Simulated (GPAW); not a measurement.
# CdTe (F-43m) in GPAW: further runs

The runs below take CdTe through band structure, equation of state, with r2SCAN, r4SCAN, C09-vdW.

Everything below comes from runs of GPAW 26.7.0. Logs are shortened: lines on timing, memory, paths and dates and some standing lists are left out, and cuts for length are marked. The log counts tension as positive stress, the text compression.

**Measured values to compare with.**

From a printed reference work, data compilation, for a bulk crystal of CdTe at 0 K: band gap 1.607 eV.

“Multiscale insight into the Cd1-xZnxTe vibrational-mechanical properties -- High-pressure experiments and ab initio calculations”, 2023, arxiv:2306.14539 quotes, for a powder of CdTe: bulk modulus 42 ± 2 GPa.

How close the calculation comes is told below.

## 1. The structure

The structure is cubic, space group F-43m (No. 216). The conventional cell has a = 6.410 Å, b = 6.410 Å, c = 6.410 Å, α = 90.00°, β = 90.00°, γ = 90.00°. Te (site symmetry -43m) is surrounded by 4 Cd at 2.78 Å. Cd (site symmetry -43m) has 4 Te at 2.78 Å as nearest neighbours.

## 2. Band structure, r2SCAN

Contents of run.py:

```python
from ase.dft.bandgap import bandgap
from ase.io import read, write
from ase.units import Bohr, GPa
from gpaw import GPAW, PW
from gpaw.elf import elf_from_dft_calculation

atoms = read('POSCAR')

calc = GPAW(mode=PW(600),
            xc='MGGA_X_R2SCAN+MGGA_C_R2SCAN',
            kpts={'size': (7, 7, 7), 'gamma': True},
            occupations={'name': 'fermi-dirac', 'width': 0.05},
            nbands=18,
            convergence={'density': 1e-05, 'energy': 1e-05},
            maxiter=150,
            txt='gpaw.txt')
atoms.calc = calc
energy = atoms.get_potential_energy()
forces = atoms.get_forces()
stress = atoms.get_stress()
calc.write('gs.gpw')
write('result.traj', atoms)
print(f'Energy: {energy:.6f} eV')
print('Forces (eV/A):')
print(forces.round(4))
print('Stress (GPa):', (stress / GPa).round(3))
print('Fermi level:', round(calc.get_fermi_level(), 4), 'eV')
print(f'Gap: {bandgap(calc)[0]:.4f} eV, direct: {bandgap(calc, direct=True)[0]:.4f} eV')

# fields on the real-space grid
write('density.cube', atoms, data=calc.get_pseudo_density() * Bohr**3)
write('potential.cube', atoms, data=calc.get_electrostatic_potential())
write('elf.cube', atoms, data=elf_from_dft_calculation(calc).data)

path = atoms.cell.bandpath('GXWKGLUWLK,UX', npoints=80, eps=1e-4)
bs_calc = calc.fixed_density(kpts=path, symmetry='off', nbands=31,
                             convergence={'bands': 'CBM+6.0', 'eigenstates': 1e-6}, txt='bands.txt')
bs = bs_calc.band_structure()
bs.write('bs.json')
print(f'Gap on the path: {bandgap(bs_calc)[0]:.4f} eV')
```

Contents of POSCAR:

```
CdTe
1.0
    0.0000000000      3.2050000000      3.2050000000
    3.2050000000      0.0000000000      3.2050000000
    3.2050000000      3.2050000000      0.0000000000
Te Cd
1 1
Direct
    0.7500000000      0.7500000000      0.7500000000
    0.0000000000      0.0000000000      0.0000000000
```

Potentials or basis: GPAW PAW data sets (gpaw-data 1.2.1), pw.

Started as:

```
$ OMP_NUM_THREADS=1 python run.py
```

gpaw.txt:

```text
__  _  _
 | _ |_)|_||  |
 |__||  | ||/\| - 26.7.0

Input parameters:
  mode=PW(ecut=600.0),
  convergence={'density': 1e-05, 'energy': 1e-05},
  kpts=MonkhorstPack(size=(7, 7, 7), gamma=True),
  maxiter=150,
  nbands=18,
  occupations=Occupations(name='fermi-dirac', width=0.05),
  xc=XC(name='MGGA_X_R2SCAN+MGGA_C_R2SCAN')

Diagonalizing LCAO Hamiltonian
Converting LCAO to pw mode

                      Te

       Cd

Atoms  # Å, Bohr magnetons
|   | symbol |        x |        y |        z |    initial magnetic moments |
|---|--------|----------|----------|----------|-----------------------------|
| 0 |     Te | 4.807500 | 4.807500 | 4.807500 | ( 0.0000,  0.0000,  0.0000) |
| 1 |     Cd | 0.000000 | 0.000000 | 0.000000 | ( 0.0000,  0.0000,  0.0000) |

Unit cell  # Å
| periodic |        x |        y |        z |  lengths |    angles |
|----------|----------|----------|----------|----------|-----------|
|      yes | 0.000000 | 3.205000 | 3.205000 | 4.532554 | 60.000000 |
|      yes | 3.205000 | 0.000000 | 3.205000 | 4.532554 | 60.000000 |
|      yes | 3.205000 | 3.205000 | 0.000000 | 4.532554 | 60.000000 |

Number of symmetries: 24
Symmetry operations  # r_c * U_cc + t_c -> r_c
|    | kind |            matrix            |
|----|------|------------------------------|
|  0 |  E   |  1, 0, 0,  0, 1, 0,  0, 0, 1 |
|  1 |  σ   |  1, 0, 0,  0, 0, 1,  0, 1, 0 |
|  2 |  σ   |  1, 0,-1,  0, 1,-1,  0, 0,-1 |
|  3 |  C3  |  1, 0,-1,  0, 0,-1,  0, 1,-1 |
|  4 |  C3  |  1,-1, 0,  0,-1, 1,  0,-1, 0 |
|  5 |  σ   |  1,-1, 0,  0,-1, 0,  0,-1, 1 |
|  6 |  σ   |  0, 1, 0,  1, 0, 0,  0, 0, 1 |
|  7 |  C3  |  0, 1, 0,  0, 0, 1,  1, 0, 0 |
|  8 |  C2  |  0, 1,-1,  1, 0,-1,  0, 0,-1 |
|  9 |  S4  |  0, 1,-1,  0, 0,-1,  1, 0,-1 |
| 10 |  C3  |  0, 0, 1,  1, 0, 0,  0, 1, 0 |
| 11 |  σ   |  0, 0, 1,  0, 1, 0,  1, 0, 0 |
| 12 |  S4  |  0, 0,-1,  1, 0,-1,  0, 1,-1 |
| 13 |  C3  |  0, 0,-1,  0, 1,-1,  1, 0,-1 |
| 14 |  S4  |  0,-1, 1,  1,-1, 0,  0,-1, 0 |
| 15 |  C2  |  0,-1, 1,  0,-1, 0,  1,-1, 0 |
| 16 |  C3  |  0,-1, 0,  1,-1, 0,  0,-1, 1 |
| 17 |  S4  |  0,-1, 0,  0,-1, 1,  1,-1, 0 |
| 18 |  S4  | -1, 1, 0, -1, 0, 1, -1, 0, 0 |
| 19 |  C3  | -1, 1, 0, -1, 0, 0, -1, 0, 1 |
| 20 |  C3  | -1, 0, 1, -1, 1, 0, -1, 0, 0 |
| 21 |  S4  | -1, 0, 1, -1, 0, 0, -1, 1, 0 |
| 22 |  σ   | -1, 0, 0, -1, 1, 0, -1, 0, 1 |
| 23 |  C2  | -1, 0, 0, -1, 0, 1, -1, 1, 0 |

BZ-sampling:
  Number of BZ points: 343
  Number of IBZ points: 20

  Monkhorst-Pack size: [7, 7, 7]
  Monkhorst-Pack shift: [0, 0, 0]

K-points  # in reciprocal-cell coordinates
|     |                                coordinates |     weight |
|-----|--------------------------------------------|------------|
|   0 | (  0.00000000,   0.00000000,   0.00000000) | 0.00291545 |
|   1 | (  0.14285714,   0.14285714,   0.00000000) | 0.01749271 |
|   2 | (  0.14285714,   0.14285714,   0.14285714) | 0.02332362 |
|   3 | (  0.28571429,   0.14285714,   0.14285714) | 0.03498542 |
|   4 | (  0.28571429,   0.28571429,   0.00000000) | 0.01749271 |
|   5 | (  0.28571429,   0.28571429,   0.14285714) | 0.06997085 |
|   6 | (  0.28571429,   0.28571429,   0.28571429) | 0.02332362 |
|   7 | (  0.42857143,  -0.28571429,  -0.28571429) | 0.03498542 |
|   8 | (  0.42857143,   0.28571429,  -0.42857143) | 0.13994169 |
|   9 | (  0.42857143,   0.28571429,  -0.28571429) | 0.06997085 |
| ... |                                            |            |
|  19 | (  0.42857143,   0.42857143,   0.42857143) | 0.02332362 |

Plane wave coefficients: 2213
Cutoff: 600.0 eV

Spin-components: 1 (collinear spins)
Bands:           18
Projectors:      11
Spin-degeneracy: 2
Datatype:        complex128

Parallelization:
  kpt:    1
  domain: 1
  band:   1

Density:
  Valence electrons: 18.0
  Components: 1
  Grid points: [27 27 27]
  Charge: 0.0  # |e|

Potential:
  Grid points: [27 27 27]

species:
  Te:
    name:    Tellurium
    Z:       52.0
    valence: 6
    core:    46
    charge:  0.0  # [|e|]
    compensation charges:
      type: gauss
      rc: 0.36  # [Å]
      lmax: 2
    cutoffs:
      filter: 2.09  # [Å]
      core: 3.17  # [Å]
    projectors
    | kind |    occ | energy [eV] | rcut [Å] |
    |------|--------|-------------|----------|
    |   5s |  2.000 |     -15.089 |    1.180 |
    |   5p |  4.000 |      -5.955 |    1.196 |
    |    s |        |      12.123 |    1.180 |
    |    p |        |      21.256 |    1.196 |
    |    d |        |       0.000 |    1.238 |

    Using partial waves for Te as LCAO basis

  Cd:
    name:    Cadmium
    Z:       48.0
    valence: 12
    core:    36
    charge:  0.0  # [|e|]
    compensation charges:
      type: gauss
      rc: 0.38  # [Å]
      lmax: 2
    cutoffs:
      filter: 2.12  # [Å]
      core: 2.62  # [Å]
    projectors
    | kind |    occ | energy [eV] | rcut [Å] |
    |------|--------|-------------|----------|
    |   5s |  2.000 |      -5.655 |    1.191 |
    |   5p |  0.000 |      -1.186 |    1.228 |
    |   4d | 10.000 |     -11.739 |    1.164 |
    |    s |        |      21.556 |    1.191 |
    |    p |        |      26.026 |    1.228 |
    |    d |        |      15.473 |    1.164 |

    Using partial waves for Cd as LCAO basis

Reference energy: -336963.801770  # eV

eigensolver:
  PPCG
  Converge bands: occupied
  niter=2

density mixing:
  MSR1-Mixer
  Pratt-step length: 0.05
  Maximum mixing coefficient: 0.75
  Old densities: 10
  SVD Regularization: 0.005
  Good broyden scale: 1.0
  Trust region scale: 1.0
  Backstep threshold: 4.0
  History deletion threshold: 6.0
  Fourier metric: weight=20.0, sigma=0.015

occupation numbers:
  Fermi-Dirac:
    width: 0.0500  # eV

poisson solver:
  ecut: 4800.0  # eV

xc functional:
  name: MGGA_X_R2SCAN+MGGA_C_R2SCAN with 2 nearest neighbor stencil

convergence criteria:
- Maximum integral of absolute [dens]ity change: 1e-05 electrons / valence electron
- Maximum [total energy] change in last 3 cyles: 1e-05 eV / valence electron
- Maximum integral of absolute [eigenst]ate change: 4e-08 eV^2 / valence electron
maximum number of iterations: 150

SCF iterations
|iter     | |      energy | eigst |  dens |
|---------|-|-------------|-------|-------|
|iter:   1| |  -36.212579 | -0.31 |       |
|iter:   2| |  -34.392953 | -1.23 | -1.31 |
|iter:   3| |  -34.472400 | -1.70 | -1.27 |
|iter:   4| |  -34.358125 | -2.54 | -1.27 |
|iter:   5| |  -34.343797 | -2.96 | -1.59 |
|iter:   6| |  -34.345574 | -3.77 | -2.32 |
|iter:   7| |  -34.345550 | -5.00 | -2.88 |
|iter:   8| |  -34.345554c| -6.41 | -3.68 |
|iter:   9| |  -34.345555c| -7.55c| -4.24 |
|iter:  10| |  -34.345554c| -7.45c| -4.64 |
|iter:  11| |  -34.345554c| -8.58c| -5.51c|

Converged in 11 steps
Energy contributions relative to reference atoms: (reference = -336963.801770)

Energy contributions:
  Kinetic:          25.462106
  Coulomb:         -22.463002
  Zero:             -0.009764
  External:          0.000000
  Xc:              -37.334894
  Entropy:          -0.000000
  Spinorbit:         0.000000
  ----------------------------
  Free energy:     -34.345555
  Extrapolated:    -34.345554

dipole moment: (-16.418847, -16.418847, -16.418847)  # |e|*Ang

Fermi level: 4.564
Eigenvalues  # (at kpt = [0.000, 0.000, 0.000])
| band index |      eig [eV] | occ [0-2] |
|------------|---------------|-----------|
|          0 |        -7.879 |     2.000 |
|          1 |        -4.801 |     2.000 |
|          2 |        -4.801 |     2.000 |
|          3 |        -4.801 |     2.000 |
|          4 |        -4.480 |     2.000 |
|          5 |        -4.480 |     2.000 |
[... 10 lines left out ...]
|         16 |        14.511 |     0.000 |
|         17 |        14.511 |     0.000 |

Gap: 1.373 eV
Transition (v -> c):
  (s=0, k=0, n=8, [0.00, 0.00, 0.00]) -> (s=0, k=0, n=9, [0.00, 0.00, 0.00])
No difference between direct/indirect transitions

Forces  # eV/Ang
|       x |        y |       z |
|---------|----------|---------|
| 0.00000 | -0.00000 | 0.00000 |  # Te   0
| 0.00000 |  0.00000 | 0.00000 |  # Cd   1

Stress tensor  # eV/Ang^3
|         x |         y |         z |
|-----------|-----------|-----------|
| -0.018048 |  0.000000 |  0.000000 |
|  0.000000 | -0.018048 |  0.000000 |
|  0.000000 |  0.000000 | -0.018048 |

# Writing to gs.gpw (mode='')
```

Run time: 3.2 min. Hardware: 1 thread of Arm Neoverse V2, shared host; peak memory 0.45 GiB.

Results:

```
Free energy             : -34.3456 eV
Pressure                : 2.9 GPa
Band gap on the k mesh  : 1.37 eV, direct
Band gap along the path : 1.37 eV, direct
```

Levels at the corners of the path, in eV from the valence-band top:
```
point  band 6  band 7  band 8  band 9  band 10  band 11  band 12  band 13
    Γ   -8.33    0.00    0.00    0.00     1.37     5.00     5.00     5.00
    X   -7.76   -4.53   -2.04   -2.04     2.81     2.98     9.64    10.00
    W   -7.67   -4.40   -2.53   -2.41     4.78     4.94     6.13     6.70
    K   -7.71   -4.42   -2.79   -1.69     3.20     4.92     7.92     8.06
    Γ   -8.33    0.00    0.00    0.00     1.37     5.00     5.00     5.00
    L   -7.93   -4.71   -0.85   -0.85     2.27     5.58     5.58     7.43
    U   -7.71   -4.42   -2.79   -1.69     3.20     4.92     7.92     8.06
    W   -7.67   -4.40   -2.53   -2.41     4.78     4.94     6.13     6.70
    L   -7.93   -4.71   -0.85   -0.85     2.27     5.58     5.58     7.43
    K   -7.71   -4.42   -2.79   -1.69     3.20     4.92     7.92     8.06
    U   -7.71   -4.42   -2.79   -1.69     3.20     4.92     7.92     8.06
    X   -7.76   -4.53   -2.04   -2.04     2.81     2.98     9.64    10.00
```

Caveat: the PAW data sets were made with another functional, which shifts forces and pressure a little; spin-orbit coupling is left out, which moves the levels of the heavy elements.

(Continued in part 2 of 2.)
